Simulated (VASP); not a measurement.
## SnSe: relaxation of the atoms with RPBE

SnSe, a slab with vacuum:

```
Sn Se
1.0
     4.31000    0.00000    0.00000
     0.00000    4.31800    0.00000
     0.00000    0.00000   23.89580
Sn Se
4 4
Direct
  0.50000 0.25000 0.31386
  0.00000 0.75000 0.44122
  0.00000 0.25000 0.55878
  0.50000 0.75000 0.68614
  0.00000 0.75000 0.32562
  0.50000 0.25000 0.42946
  0.50000 0.75000 0.57054
  0.00000 0.25000 0.67438
```

* Program: VASP 6.6.1
* Task: relaxation of the atoms
* Functional: RPBE
* Potentials or basis: VASP PAW PBE potentials, release 64 (Sn_d, Se)
* Cutoff: 520 eV
* k mesh: 5 × 5 × 1
* Occupations: fermi-dirac, width 0.05 eV
* Spin: no spin polarisation
* Dipole correction: yes
* Atoms held fixed (from 0): [0, 4, 5, 1]
* Further INCAR settings: ALGO = Normal; EDIFF = 1e-06; IBRION = 2; EDIFFG = -0.01; NSW = 40

```json
{"Energy gained by relaxing": "9.4 meV/atom", "Ionic steps": "32", "Band gap on the k mesh": "0.83 eV, direct"}
```

Step by step:
| step | energy change (eV) | largest force (eV/Å) | pressure (GPa) |
| --- | --- | --- | --- |
| 1 | 0.0000 | 0.2689 | 0.29 |
| 2 | -0.0058 | 0.2652 | 0.33 |
| 3 | -0.0122 | 0.2580 | 0.45 |
| 4 | -0.0123 | 0.2565 | 0.47 |
| 5 | -0.0172 | 0.2523 | 0.47 |
| 6 | -0.0274 | 0.2422 | 0.47 |
| 7 | -0.0313 | 0.2807 | 0.48 |
| 8 | -0.0324 | 0.2580 | 0.48 |
| 9 | -0.0366 | 0.2310 | 0.46 |
| 10 | -0.0409 | 0.2252 | 0.42 |
| 11 | -0.0409 | 0.2245 | 0.42 |
| 12 | -0.0420 | 0.2225 | 0.42 |
| 13 | -0.0450 | 0.2172 | 0.41 |
| 14 | -0.0505 | 0.2112 | 0.39 |
| 15 | -0.0589 | 0.2146 | 0.37 |
| 16 | -0.0682 | 0.2210 | 0.33 |
| 17 | -0.0672 | 0.2302 | 0.28 |
| 18 | -0.0701 | 0.2262 | 0.30 |
| 19 | -0.0679 | 0.2283 | 0.23 |
| 20 | -0.0713 | 0.2269 | 0.27 |
| 21 | -0.0728 | 0.2282 | 0.27 |
| 22 | -0.0741 | 0.2287 | 0.25 |
| 23 | -0.0747 | 0.2293 | 0.26 |
| 24 | -0.0751 | 0.2296 | 0.28 |
| 25 | -0.0750 | 0.2298 | 0.31 |
| 26 | -0.0751 | 0.2291 | 0.30 |
| 27 | -0.0751 | 0.2295 | 0.30 |
| 28 | -0.0751 | 0.2294 | 0.29 |
| 29 | -0.0752 | 0.2294 | 0.30 |
| 30 | -0.0753 | 0.2295 | 0.31 |
| 31 | -0.0753 | 0.2294 | 0.31 |
| 32 | -0.0753 | 0.2296 | 0.31 |

Final structure:
```yaml
crystal:
  lattice:
    - [4.31000, 0.00000, 0.00000]
    - [0.00000, 4.31800, 0.00000]
    - [0.00000, 0.00000, 23.89580]
  atoms:
    - { symbol: Sn, position: [0.50000, 0.25000, 0.31386] }
    - { symbol: Sn, position: [0.00000, 0.75000, 0.44122] }
    - { symbol: Sn, position: [0.00000, 0.25000, 0.58461] }
    - { symbol: Sn, position: [0.50000, 0.75000, 0.70292] }
    - { symbol: Se, position: [0.00000, 0.75000, 0.32562] }
    - { symbol: Se, position: [0.50000, 0.25000, 0.42946] }
    - { symbol: Se, position: [0.50000, 0.75000, 0.58821] }
    - { symbol: Se, position: [0.00000, 0.25000, 0.69981] }
```

Levels at points of the mesh, in eV from the valence-band top:
```
           k point  band 36  band 37  band 38  band 39  band 40  band 41  band 42  band 43  band 44  band 45
(0.00, 0.00, 0.00)    -1.95    -1.71    -1.70    -0.67    -0.31     0.90     2.21     3.58     3.72     3.85
```

Wall time 52 min on 1 thread of Intel(R) Xeon(R) Platinum 8488C (Sapphire Rapids), with other jobs on the host, peak memory 0.56 GiB.

Caveat: the PAW data sets were made with another functional, which shifts forces and pressure a little; spin-orbit coupling is left out, which moves the levels of the heavy elements; without dispersion, layers of such crystals drift apart on relaxing, which shifts levels and gaps; volumes and pressures include the vacuum.
